Carbon in a diamond-like polytype (space group P6₃/mmc, 12-atom cell), computed with classical force fields and Kohn-Sham density-functional theory. Each equilibrium volume is the method's own minimum for a static lattice. In the basis column, Kmax is the FLAPW cutoff in bohr⁻¹, and the value in eV is a plane-wave cutoff.

| method | rung | program | potentials | basis | k mesh | smearing | equilibrium volume (Å³/atom) |
| --- | --- | --- | --- | --- | --- | --- | --- |
| AIREBO | force field | LAMMPS | CH.airebo | default | none 12-atom cell | none | 5.624 |
| LCBOP | force field | LAMMPS | C.lcbop | default | none 12-atom cell | none | 5.667 |
| Tersoff | force field | LAMMPS-through-ASE | BNC.tersoff | default | none 12-atom cell | none | 6.054 |
| Tersoff-Brenner | force field | matscipy-through-ASE | Brenner_PRB_42_9458_C_II | default | none 12-atom cell | none | 5.629 |
| BH | LDA | FLEUR | all electron | 5.19 Kmax | 12x12x3 12-atom cell | Fermi Dirac 0.05eV | 5.537 |
| Xalpha | LDA | FLEUR | all electron | 5.5 Kmax | 12x12x3 12-atom cell | Fermi Dirac 0.05eV | 5.757 |
| WC | GGA | FLEUR | all electron | 5.5 Kmax | 12x12x3 12-atom cell | Fermi Dirac 0.05eV | 5.617 |
| m-r2SCAN | meta-GGA | Ansatz | Ansatz PAW | 500 eV | 12x12x3 12-atom cell | Fermi Dirac 0.05eV | 5.645 |

## Two rows with one label

The crystal is a form of diamond in which every carbon atom has four neighbours at 1.544 Å. Follow two of its rows, BH and Xalpha. Both carry the rung label LDA, the local density approximation, and both come from the same all-electron program. Yet Xalpha puts the equilibrium volume 0.22 Å³/atom above BH, a difference of 4% of the BH volume. For anyone who needs a density, that is a large disagreement between two methods filed under one heading.

Three causes suggest themselves. The rung may be too crude to fix the volume, the numerical settings may differ too much, or the two functionals may contain different physics.

## The tempting answer: climb the ladder

The rungs rank functionals by what they look at. An LDA uses the electron density at each point, a GGA adds its gradient, and a meta-GGA usually adds the kinetic-energy density. Read from BH through WC to m-r2SCAN, the volume grows at each step, which suggests that a higher rung loosens the crystal.

Xalpha spoils this reading, because it stands on the lowest rung and has the largest volume of the four density-functional rows. Averaging within the rung makes matters worse. The mean of the two LDA rows is 5.647 Å³/atom, practically the m-r2SCAN value, so the apparent order disappears.

The GGA rung is hardly tighter. A calculation of the same crystal with BLYP, another GGA, gives 5.824 Å³/atom, about 0.21 above WC. The choice of functional within a rung can therefore matter more here than the step from one rung to the next. WC and m-r2SCAN themselves lie only 0.03 apart, too close to rank when the programs and potentials differ as well.

## The cautious answer: blame the settings

The BH run used a smaller basis than the Xalpha run, with a cutoff Kmax of 5.19 against 5.5 bohr⁻¹. It also described the electrons around each nucleus with fewer angular functions. Such differences can shift a volume, so the suspicion is reasonable.

A separate LDA calculation in the program Ansatz, with different potentials and a different basis, helps to judge it. It gives 5.511 Å³/atom, which is 0.03 below BH but 0.25 below Xalpha. If poor settings had pulled BH far from the proper LDA volume, this independent run should not have landed beside it. Settings are thus an unlikely main cause. The comparison does not test the Xalpha volume itself, but that run had the finer settings of the two.

## The physical answer: correlation pulls inwards

Electrons avoid one another in two ways. Exchange keeps apart electrons of equal spin, and correlation is the further avoidance that their repulsion brings about. BH contains both terms, whereas Xalpha is an exchange formula with an adjustable prefactor and no separate correlation term.

Correlation lowers the energy, and lowers it more when the electrons are packed more densely. A crystal gains correlation energy by shrinking, so the term acts like an inward pressure. Take it away and the crystal expands until its other forces balance again.

The prefactor matters too, since a larger one would replace part of the lost attraction. The total energies give a clue to its value. At the same volume, the BH energy lies 13.85 eV/atom below the Xalpha energy, and a rough electron-gas estimate for the correlation of all six electrons of an atom is about 13 eV. The electron gas overstates the true correlation energy, but BH is built on the same gas, so the comparison is fair. That fits a prefactor of 2/3, which is pure electron-gas exchange; with 0.70 the Xalpha energy would be roughly 7 eV lower and the agreement would be lost.

## An estimate worked in full

Spread the four valence electrons of each atom evenly over its volume $V$. Let $r_s$ be the radius of a sphere that holds one electron. In a uniform gas, the correlation energy per electron is roughly

$$\varepsilon_c=-C\left[\ln\left(1+\frac{r_0}{r_s}\right)-\frac13\right],$$

with the rounded constants $C=0.025$ hartree and $r_0=30$ bohr. Because $r_s$ grows as $V^{1/3}$, the slope of the energy of four electrons with volume is an inward pressure

$$P=\frac{4C}{3V}\,\frac{r_0}{r_0+r_s}.$$

For $V$ take the mean of the two LDA rows, which gives $r_s\approx1.3$ bohr. Four times $C$ is 0.1 hartree, or 2.7 eV. Dividing by $3V\approx17$ Å³ and multiplying by the last factor, 0.96, gives about 0.15 eV/Å³. In ordinary units this is an inward pressure of 25 GPa.

Now let this pressure act on the Xalpha crystal. Its computed bulk modulus $B$, the resistance to compression, is 423 GPa, and it rises by $B'=3.65$ GPa for each GPa applied. The compressed volume follows from

$$\frac{V}{V_0}=\left(1+\frac{B'P}{B}\right)^{-1/B'}\approx0.95,$$

where $V_0$ is the Xalpha volume. The crystal shrinks by 5%, or 0.30 Å³/atom.

## How well the estimate does

The computed difference is 0.22 Å³/atom, so the estimate has the right direction and size but is about a third too large. The BH volume entered it only through the mean volume, where a small change hardly matters.

The energies of the two runs show where the excess arises. Their difference, followed across the range of volumes that both runs covered, corresponds to an inward pressure of 17 GPa, against 25 GPa in the model. The excess thus lies in the pressure, not in the step from pressure to volume. The coarser BH basis may account for part of it, since it enters these energies too. Another plausible reason is that real valence electrons gather in the bonds and near the nuclei, where their density changes less than the cell volume does.

The formula also shows what to expect elsewhere. The relative expansion on dropping correlation is roughly $P/B$, and $P$ follows the number of valence electrons per volume. At equal electron density, a softer solid should respond more strongly than diamond, which is among the stiffest.

## A label hides contents among force fields too

Tersoff has the largest volume in the table, and uniform scaling turns it into a bond of 1.578 Å. The other three force fields agree within 0.05 Å³/atom. A force field has no electrons whose correlation could be dropped; its volume reflects the data to which its parameters were adjusted. The Tersoff parameters used here were made for graphene-like sheets, which probably explains the long bond in diamond.

## What remains to be settled

The numbers rule out the rung as the explanation and make the settings an unlikely one, while the electron-gas argument accounts for the direction and rough size of the gap. How far the coarser BH basis has widened or narrowed the difference of 0.22 Å³/atom is open. Repeating BH with the cutoff and angular functions of the Xalpha run would separate the two contributions.
